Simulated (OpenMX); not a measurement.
Crystal: Ir.

```
Ir
1.0
     0.00000    1.91560    1.91560
     1.91560    0.00000    1.91560
     1.91560    1.91560    0.00000
Ir
1
Cartesian
  0.0000 0.0000 0.0000
```

Base run:

| Quantity | Value |
| --- | --- |
| Program | OpenMX 3.8.5 |
| Functional | PBE |
| Potentials or basis | OpenMX 2013 PBE set, Ir7.0-s3p2d2, grid cutoff 400 Ry |
| k mesh | 13 × 13 × 13 |
| Occupations | fermi-dirac, width 0.05 eV |
| Spin | no spin polarisation |

Its results: pressure 25.1 GPa.

The run is repeated on the same cell with these changes: potentials or basis from OpenMX 2013 PBE set, Ir7.0-s3p2d2, grid cutoff 400 Ry to OpenMX 2013 PBE set, Ir7.0-s3p2d2f1, grid cutoff 400 Ry. What comes out?

Pressure 15.0 GPa.

Caveats: so large a pressure means that the cell lies far from this level's equilibrium, or that cutoff or potentials fall short; the basis of atomic orbitals isn't converged, which shifts pressures, moduli and gaps.

Not every run made on this cell is shown here.
